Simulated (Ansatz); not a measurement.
# CdS (F-43m), a vibration from a frozen displacement

These are results of Ansatz, DFT r2SCAN, scalar-relativistic, plane waves, PAW, not measurements. Cutoff 500 eV, Γ-centred 8×8×8 k-points, Gaussian smearing of 0.05 eV. No spin polarisation. Energies are free energies at this smearing, counted from the undisturbed cell; pressure is positive in compression.

The starting cell (as given, not relaxed at this level; it stands at 1.9 GPa; this zinc-blende form isn't the usual structure):

```yaml
crystal:
  lattice:
    - [0.00000, 2.91000, 2.91000]
    - [2.91000, 0.00000, 2.91000]
    - [2.91000, 2.91000, 0.00000]
  atoms:
    - { symbol: Cd, position: [0.00000, 0.00000, 0.00000] }
    - { symbol: S, position: [0.75000, 0.75000, 0.75000] }
```

Every Cd atom is moved by x along the Cartesian unit vector (0.000, 1.000, 0.000); the cell and all other atoms stay fixed. The cell's volume is 49.28 Å³; the moved atoms weigh 112.414 u together and the others 32.060 u. Some rows repeat others by symmetry and weren't run.

```
  x (Å)  ΔE (meV/cell) total force on the moved atoms along the move (eV/Å) pressure (GPa)
-0.2000         104.70                                                1.0318          2.9035
-0.1750          80.44                                                0.9090          2.6752
-0.1500          59.27                                                0.7838          2.4761
-0.1250          41.26                                                0.6564          2.3068
-0.1000          26.46                                                0.5273          2.1676
-0.0500           6.63                                                0.2651          1.9812
 0.0000           0.00                                                0.0000          1.9188
 0.0500           6.63                                               -0.2651          1.9812
 0.1000          26.46                                               -0.5273          2.1676
 0.1250          41.26                                               -0.6564          2.3068
 0.1500          59.27                                               -0.7838          2.4761
 0.1750          80.44                                               -0.9090          2.6752
 0.2000         104.70                                               -1.0318          2.9035
```

Task: What frequency belongs to this motion?

Result: The force constant is k = −dF/dx = 5.302 eV/Å², from the parabola through x = -0.0500, 0 and 0.0500. In every cell the moved atoms swing against the rest, so the mass is μ = m₁m₂/(m₁ + m₂) = 24.946 u, and ν̃ = 521.5 cm⁻¹ × √(|k|/μ) = 240 cm⁻¹, at this cell's pressure of 1.9 GPa. To first order in x, and within 1 %, the force on every atom lies along the move and, within each of the two groups, in proportion to the atom's mass, so this is itself a mode at the zone centre of this cell, taken without macroscopic field (the transverse frequency in a polar insulator).

Task: How far does the harmonic law reach?

Result: At x = -0.200 Å, kx²/2 = 106.04 meV against the computed 104.70 meV (-1.3 %): the well is still close to harmonic there.

Task: The pressure changes with x². What does that say about the frequency under compression?

Result: With E = k(V)x²/2, k ∝ V^(−2γ) and x scaling with the cell as V^(1/3), P − P0 = −∂E/∂V = (2γ − 2/3) ΔE/V. At x = 0.1000 Å, V(P − P0) = 49.28 × 0.24880 / 160.2 eV = 76.53 meV and ΔE = 26.46 meV, so γ = 1/3 + V(P − P0)/(2ΔE) = 1.78. This is the Grüneisen parameter of the motion under uniform scaling of the cell: shrinking the cell evenly by 1 % in volume raises the frequency by about 1.78 %.